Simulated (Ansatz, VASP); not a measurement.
## Two plane-wave programs on WC (Qusongite)

POSCAR

```
WC
1.0
    2.9257489053      0.0000000000      0.0000000000
   -1.4628744527      2.5337728771      0.0000000000
    0.0000000000      0.0000000000      2.8553859779
W C
1 1
Direct
    0.0000000000      0.0000000000      0.0000000000
    0.6666666667      0.3333333333      0.5000000000
```

Contents of INCAR.step1:

```
SYSTEM = WC
PREC = Accurate ; ENCUT = 520
ISMEAR = -1 ; SIGMA = 0.05
LREAL = .FALSE. ; LASPH = .TRUE.
NELM = 80 ; NBANDS = 16
GGA = PE ; ALGO = Normal
EDIFF = 1E-4 ; LWAVE = .TRUE.
LCHARG = .FALSE.
```

File INCAR.step2:

```
SYSTEM = WC
PREC = Accurate ; ENCUT = 520
EDIFF = 1E-6 ; ISMEAR = -1
SIGMA = 0.05 ; LREAL = .FALSE.
LASPH = .TRUE. ; NELM = 80
ALGO = Normal ; ISIF = 2
LWAVE = .FALSE. ; LCHARG = .FALSE.
METAGGA = R2SCAN ; LMIXTAU = .TRUE.
NBANDS = 16 ; ISTART = 1
```

KPOINTS

```
regular mesh
0
G
  10 10 9
  0 0 0
```

The input input.yaml:

```yaml
crystal:
  lattice:
    - [2.9257489053, 0.0, 0.0]
    - [-1.4628744527, 2.5337728771, 0.0]
    - [0.0, 0.0, 2.8553859779]
  atoms:
    - { symbol: W, position: [0.0, 0.0, 0.0] }
    - { symbol: C, position: [0.6666666667, 0.3333333333, 0.5] }
hamiltonian:
  xc: r2scan
  pseudopotentials: { kind: paw }
kpoints:
  mp_grid: { grid: [10, 10, 9] }
scf:
  occupations: { method: fermi_dirac, width: 0.05 }
output:
  forces: true
  stress: true
  eigenvalues: true
```

Alike in both runs: task single point; functional r2SCAN; k mesh 10 × 10 × 9; occupations fermi-dirac, width 0.05 eV; no spin polarisation.

|  | VASP | Ansatz |
| --- | --- | --- |
| version | VASP 6.6.1 | Ansatz 0.2.0 |
| potentials or method | VASP PAW PBE potentials, release 64 (W_sv, C) | Ansatz PAW |
| plane-wave cutoff (eV) | 520 | 500 |
| valence electrons in the cell | 18 | 18 |

|  | VASP | Ansatz | Ansatz less VASP |
| --- | --- | --- | --- |
| gap on the k mesh at the Fermi level (eV) | none | none | - |
| pressure (GPa) | -4.7 | -6.4 | -1.75 |
| largest component of the traceless stress (GPa) | 1.95 | 2.13 | +0.181 |

A gap of «none» marks a metal or a gap that the smearing closes.

Caveats: the PAW data sets were made with another functional, which shifts forces and pressure a little (VASP); the PAW data sets come from PBE, with cores solved anew for the run's functional, which leaves a small shift of forces and pressure (Ansatz). The runs have no spin-orbit coupling, so splittings on W are missing.
